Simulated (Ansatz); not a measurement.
# TiC (Fm-3m) in Ansatz: notebook

The runs below take TiC through single point, equation of state, with BLYP.

Everything below comes from runs of Ansatz 0.2.0. Logs are shortened: lines on timing, memory, paths and dates and some standing lists are left out, and cuts for length are marked.

## (1) The structure

The structure is cubic, space group Fm-3m (No. 225). The conventional cell has a = 4.331 Å, b = 4.331 Å, c = 4.331 Å, α = 90.00°, β = 90.00°, γ = 90.00°. Around Ti (site symmetry m-3m) lie 6 C at 2.17 Å. C (site symmetry m-3m) is surrounded by 6 Ti at 2.17 Å.

The cell is a database's computed one.

## (2) Single point, BLYP, 9.55 Å³/atom (volume scaled by 0.94)

input.yaml

```yaml
crystal:
  lattice:
    - [0.0, 2.1215080947, 2.1215080947]
    - [2.1215080947, 0.0, 2.1215080947]
    - [2.1215080947, 2.1215080947, 0.0]
  atoms:
    - { symbol: Ti, position: [0.0, 0.0, 0.0] }
    - { symbol: C, position: [0.5, 0.5, 0.5] }
hamiltonian:
  xc: blyp
  pseudopotentials: { kind: paw }
kpoints:
  mp_grid: { grid: [11, 11, 11] }
scf:
  occupations: { method: fermi_dirac, width: 0.05 }
output:
  forces: true
  stress: true
  eigenvalues: true
```

Potentials or basis: Ansatz PAW.

Command:

```bash
> ansatz run input.yaml --threads 2 --pin off --max-ram 5120MiB --backend cpu --events-out ev --progress --plain --runs-dir out
```

Log:

```text
Warning: RAYON_NUM_THREADS=2 ignored (pool sized by the plan → 2); use --threads N
Engine: ansatz 0.2.0, aarch64-unknown-linux-gnu
Pseudopotentials: kind: paw
Pseudopotential: Ti, paw, valence charge 12, recommended cutoff 420 eV (normal), Ti.paw.azcp
Pseudopotential: C, paw, valence charge 4, recommended cutoff 420 eV (normal), C.paw.azcp
Functional definition: BLYP
  parameter beta = 0.0042
  parameter a = 0.04918
  parameter b = 0.132
  parameter c = 0.2533
  parameter d = 0.349
  exchange = b88_x(beta = beta)
  correlation = lyp_c(a = a, b = b, c = c, d = d)
Crystal: 2 atoms, lattice volume = 19.097 Å³
Basis set: ecut = 420 eV, 339 PW (Γ), exchange–correlation on 48×48×48 points (8 copies of the dense FFT grid, shifted against one another)
Bands: 12, of which v1, the nominal top of the filled ones, is band 8 counted from 1 (7 counted from 0)
Symmetry: 48 space group operations
Space group: Fm-3m (ITA 225), of the structure as read, at distance tolerance 2.7e-5 Å
k-points: 56 of 1331
Non-local potential: Ti, projectors of the file, l = 0: 3, l = 1: 2, l = 2: 3, l = 3: 1
Non-local potential: C, projectors of the file, l = 0: 2, l = 1: 2, l = 2: 1
PAW form: soft (Blöchl's): semilocal exchange-correlation on the pseudo side does not see the compensation charge
PAW frozen core: Ti, regenerated for the run's functional, and the local potential with it (the file was generated under x = pbe(κ = 0.804, μ = 0.2195149727645171), c = pbe(β = 0.06672455060314922))
PAW frozen core: C, regenerated for the run's functional, and the local potential with it (the file was generated under x = pbe(κ = 0.804, μ = 0.2195149727645171), c = pbe(β = 0.06672455060314922))
PAW one-centre angular grid: Ti, 590 points (default); XC on 64 Gauss nodes
PAW one-centre angular grid: C, 110 points (default); XC on 64 Gauss nodes
Initial density: superposition of atomic densities (neutral atoms: chi_scale 0, normalization atom), corrected by the library's trained network
Initial wavefunctions: pseudopotential atomic-orbital guess
Functional: x = b88, c = lyp
SCF iter   1: F=—  HF=-2759.193090 eV  |F-HF|=—  |Δ(HF+E_count)|=         —  Δρ=2.04e-2  dr2=7.64e-2  ethr=1.77e-3  ⟨swp⟩=4.4  Hψ=3302  notcnv=0
preconditioner: auto → none  [insulator: Δε(μ)=0.140 eV  Ē_g=8.150 eV  σ=0.050 eV  W_gap=0.57  n_scr=8 (ndim 8)  ℏωp=24.0 eV  f_vac=0.000  D(μ)=0.26/eV (n_scr^D=0)  ε∞_Penn≈9.7]
SCF iter   2: F=—  HF=-2759.169947 eV  |F-HF|=—  |Δ(HF+E_count)|=   2.31e-2  Δρ=5.59e-3  dr2=5.90e-3  ethr=4.78e-4  ⟨swp⟩=3.0  Hψ=1549  notcnv=0
SCF iter   3: F=—  HF=-2759.168879 eV  |F-HF|=—  |Δ(HF+E_count)|=   1.07e-3  Δρ=9.89e-4  dr2=1.04e-4  ethr=3.69e-5  ⟨swp⟩=2.0  Hψ=888  notcnv=0
SCF iter   4: F=—  HF=-2759.168889 eV  |F-HF|=—  |Δ(HF+E_count)|=   9.99e-6  Δρ=1.61e-4  dr2=1.73e-6  ethr=6.49e-7  ⟨swp⟩=2.8  Hψ=1105  notcnv=0
SCF iter   5: F=—  HF=-2759.168898 eV  |F-HF|=—  |Δ(HF+E_count)|=   9.25e-6  Δρ=6.69e-6  dr2=3.18e-9  ethr=1.08e-8  ⟨swp⟩=2.2  Hψ=886  notcnv=0
SCF iter   6: F=-2759.168898 eV  HF=-2759.168898 eV  |F-HF|=9.50e-11  |Δ(HF+E_count)|=   2.10e-9  Δρ=1.26e-6  dr2=1.25e-10  ethr=1.99e-11  ⟨swp⟩=1.5  Hψ=2043  notcnv=0
SCF 1 converged in 6 iterations: F = -2759.168898 eV  dr2 = 1.25e-10
SCF converged after 6 iterations
Free energy (F): -2759.168898 eV
Harris-Foulkes:  -2759.168898 eV  (|F-HF|=9.50e-11)
Internal energy: -2759.166446 eV  (E = F + TS)
E sigma→0 (E₀):  -2759.167672 eV
Entropy (-TS):   -0.002453 eV (-1.226 meV/atom)
Fermi energy:    16.283357 eV
--- Per-component energies (eV) ---
  E_band       = -86.361162
  E_kinetic    = 368.061135
  E_local      = -742.960829  (includes V_loc(G=0)·N_el)
  E_nonlocal   = 33.675281
  E_hartree    = 306.443519
  E_xc         = -145.812804
  E_vxc        = -181.911801  (∫ρ·V_xc dr)
  E_paw        = -1156.292863  (= ΣΔE_a)
  E_vpaw       = -176.112364  (= ΣTr[D̂ρ^β])
  E_aug_tail   = 0.000107  (compensation charges beyond the density's cutoff)
  E_ewald      = -1422.298580
  E_core_change = 0.018589  (= ΣΔE_core)
  E_smearing   = -0.002453  (= −TS)
  E_closure    = -0.000000  (closes the sum)
  Σ components = -2759.168898   (vs F -2759.168898, Δ=0.00e0)
--- Forces (eV/Å), atoms counted from 1 ---
  atom   1  Ti    -0.00000000     0.00000000     0.00000000
  atom   2  C      0.00000000    -0.00000000    -0.00000000
  max |Σ_I F_I| component: 3.88e-30 eV/Å
--- Stress (GPa, compression-positive) ---
       26.779836      -0.000000       0.000000
       -0.000000      26.779836      -0.000000
        0.000000      -0.000000      26.779836
  P = ⅓ Tr σ = 26.7798 GPa (267.798 kbar)
--- Band table (eV; the first three rows and the last of 56) ---
  k-point 0: bands = ["-40.1655", "-16.2345", "-16.2345", "-16.2345", "3.6695", "16.9292", "16.9292", "16.9292", "17.9067", "17.9067", "17.9067", "17.9935"]
  k-point 1: bands = ["-40.1580", "-16.2852", "-16.2390", "-16.2390", "3.8681", "16.0752", "16.3285", "16.3285", "17.2611", "17.2611", "18.3640", "19.5280"]
  k-point 2: bands = ["-40.1376", "-16.4195", "-16.2511", "-16.2511", "4.4358", "14.6123", "15.1209", "15.1209", "17.6335", "17.6335", "18.8725", "21.1742"]
  k-point 55: bands = ["-40.0386", "-16.6238", "-16.5973", "-16.4333", "6.5502", "12.8328", "13.0429", "13.6267", "18.8690", "19.3041", "20.0312", "21.8267"]
```

It took 0.72 s on 2 threads of Arm Neoverse V1, shared host; peak memory 0.28 GiB.

Results:

| Item | Value |
| --- | --- |
| Free energy | -2759.1689 eV |
| Pressure | 26.8 GPa |
| Band gap on the k mesh | none (metal or under the smearing width) |

Caveat: the pressure holds a Pulay correction of +0.3 GPa for the finite cutoff; the PAW data sets come from PBE, with cores solved anew for the run's functional, which leaves a small shift of forces and pressure.

## (3) Single point, BLYP, 9.75 Å³/atom (volume scaled by 0.96)

Edit input.yaml of step 2 so:

```diff
@@ -2,5 +2,5 @@
   lattice:
-    - [0.0, 2.1215080947, 2.1215080947]
-    - [2.1215080947, 0.0, 2.1215080947]
-    - [2.1215080947, 2.1215080947, 0.0]
+    - [0.0, 2.1364487848, 2.1364487848]
+    - [2.1364487848, 0.0, 2.1364487848]
+    - [2.1364487848, 2.1364487848, 0.0]
   atoms:
```

Potentials or basis: Ansatz PAW.

Command:

```bash
> ansatz run input.yaml --threads 2 --pin off --max-ram 5120MiB --backend cpu --events-out ev --progress --plain --runs-dir out
```

Wall time 0.73 s (2 threads of Arm Neoverse V1, shared host); peak memory 0.28 GiB.

The run converged. Its results:

* Free energy: -2759.2281 eV
* Pressure: 20.0 GPa
* Band gap on the k mesh: none (metal or under the smearing width)

Caveat: the pressure holds a Pulay correction of +0.3 GPa for the finite cutoff; the PAW data sets come from PBE, with cores solved anew for the run's functional, which leaves a small shift of forces and pressure.

## (4) Single point, BLYP, 9.95 Å³/atom (volume scaled by 0.98)

Edit input.yaml of step 3 so:

```diff
@@ -2,5 +2,5 @@
   lattice:
-    - [0.0, 2.1364487848, 2.1364487848]
-    - [2.1364487848, 0.0, 2.1364487848]
-    - [2.1364487848, 2.1364487848, 0.0]
+    - [0.0, 2.1511833799, 2.1511833799]
+    - [2.1511833799, 0.0, 2.1511833799]
+    - [2.1511833799, 2.1511833799, 0.0]
   atoms:
```

Command:

```bash
> ansatz run input.yaml --threads 2 --pin off --max-ram 5120MiB --backend cpu --events-out ev --progress --plain --runs-dir out
```

Run time: 0.76 s. Hardware: 2 threads of Arm Neoverse V1, shared host; peak memory 0.28 GiB.

The run converged. Its results:

```yaml
Free_energy: -2759.2709 eV
Pressure: 13.9 GPa
Band_gap_on_the_k_mesh: none (metal or under the smearing width)
```

Caveat: the pressure holds a Pulay correction of +0.3 GPa for the finite cutoff; the PAW data sets come from PBE, with cores solved anew for the run's functional, which leaves a small shift of forces and pressure.

## (5) Single point, BLYP, 10.16 Å³/atom

Edit input.yaml of step 4 so:

```diff
@@ -2,5 +2,5 @@
   lattice:
-    - [0.0, 2.1511833799, 2.1511833799]
-    - [2.1511833799, 0.0, 2.1511833799]
-    - [2.1511833799, 2.1511833799, 0.0]
+    - [0.0, 2.1657188437, 2.1657188437]
+    - [2.1657188437, 0.0, 2.1657188437]
+    - [2.1657188437, 2.1657188437, 0.0]
   atoms:
```

Command:

```bash
> ansatz run input.yaml --threads 2 --pin off --max-ram 5120MiB --backend cpu --events-out ev --progress --plain --runs-dir out
```

Run time: 0.76 s. Hardware: 2 threads of Arm Neoverse V1, shared host; peak memory 0.28 GiB.

It converged, with:

* Free energy: -2759.2988 eV
* Pressure: 8.3 GPa
* Band gap on the k mesh: none (metal or under the smearing width)

Caveat: the pressure holds a Pulay correction of +0.3 GPa for the finite cutoff; the PAW data sets come from PBE, with cores solved anew for the run's functional, which leaves a small shift of forces and pressure.

## (6) Single point, BLYP, 10.36 Å³/atom (volume scaled by 1.02)

Edit input.yaml of step 5 so:

```diff
@@ -2,5 +2,5 @@
   lattice:
-    - [0.0, 2.1657188437, 2.1657188437]
-    - [2.1657188437, 0.0, 2.1657188437]
-    - [2.1657188437, 2.1657188437, 0.0]
+    - [0.0, 2.1800617706, 2.1800617706]
+    - [2.1800617706, 0.0, 2.1800617706]
+    - [2.1800617706, 2.1800617706, 0.0]
   atoms:
```

Potentials or basis: Ansatz PAW.

Command:

```bash
> ansatz run input.yaml --threads 2 --pin off --max-ram 5120MiB --backend cpu --events-out ev --progress --plain --runs-dir out
```

Run time: 0.76 s. Hardware: 2 threads of Arm Neoverse V1, shared host; peak memory 0.28 GiB.

The run converged. Its results:

- Free energy: -2759.3134 eV
- Pressure: 3.3 GPa
- Band gap on the k mesh: none (metal or under the smearing width)

Caveat: the pressure holds a Pulay correction of +0.3 GPa for the finite cutoff; the PAW data sets come from PBE, with cores solved anew for the run's functional, which leaves a small shift of forces and pressure.

## (7) Single point, BLYP, 10.56 Å³/atom (volume scaled by 1.04)

Edit input.yaml of step 6 so:

```diff
@@ -2,5 +2,5 @@
   lattice:
-    - [0.0, 2.1800617706, 2.1800617706]
-    - [2.1800617706, 0.0, 2.1800617706]
-    - [2.1800617706, 2.1800617706, 0.0]
+    - [0.0, 2.1942184125, 2.1942184125]
+    - [2.1942184125, 0.0, 2.1942184125]
+    - [2.1942184125, 2.1942184125, 0.0]
   atoms:
@@ -19 +19,5 @@
   eigenvalues: true
+  write_density: true
+  write_potential: true
+  elf: true
+  volumetric_format: npy
```

Command:

```bash
> ansatz run input.yaml --threads 2 --pin off --max-ram 5120MiB --backend cpu --events-out ev --progress --plain --runs-dir out
```

Wall time 0.94 s (2 threads of Arm Neoverse V1, shared host); peak memory 0.29 GiB.

The run converged. Its results:

```yaml
Free_energy: -2759.3157 eV
Pressure: -1.3 GPa
Band_gap_on_the_k_mesh: none (metal or under the smearing width)
```

Caveat: the pressure holds a Pulay correction of +0.3 GPa for the finite cutoff; the PAW data sets come from PBE, with cores solved anew for the run's functional, which leaves a small shift of forces and pressure.

## (8) Single point, BLYP, 10.77 Å³/atom (volume scaled by 1.06)

Edit input.yaml of step 7 so:

```diff
@@ -2,5 +2,5 @@
   lattice:
-    - [0.0, 2.1942184125, 2.1942184125]
-    - [2.1942184125, 0.0, 2.1942184125]
-    - [2.1942184125, 2.1942184125, 0.0]
+    - [0.0, 2.2081947028, 2.2081947028]
+    - [2.2081947028, 0.0, 2.2081947028]
+    - [2.2081947028, 2.2081947028, 0.0]
   atoms:
```

Command:

```bash
> ansatz run input.yaml --threads 2 --pin off --max-ram 5120MiB --backend cpu --events-out ev --progress --plain --runs-dir out
```

Run time: 0.94 s. Hardware: 2 threads of Arm Neoverse V1, shared host; peak memory 0.29 GiB.

It converged, with:

* Free energy: -2759.3071 eV
* Pressure: -5.5 GPa
* Band gap on the k mesh: none (metal or under the smearing width)

Caveat: the pressure holds a Pulay correction of +0.3 GPa for the finite cutoff; the PAW data sets come from PBE, with cores solved anew for the run's functional, which leaves a small shift of forces and pressure.

## (9) Equation of state, BLYP

Potentials or basis: Ansatz PAW.

No new run: the results of the series are fitted here.

Results:

* Equilibrium volume: 10.50 Å³/atom
* Bulk modulus: 231 GPa
* Pressure derivative of the bulk modulus: 4.1

Energy against volume, from the lowest point:
```tsv
volume (Å³/atom)	energy (meV/atom)
9.548	73.41
9.752	43.81
9.955	22.42
10.158	8.46
10.361	1.16
10.564	0.00
10.767	4.33
```

Caveat: the potentials were made for another functional, which shifts forces and pressure.
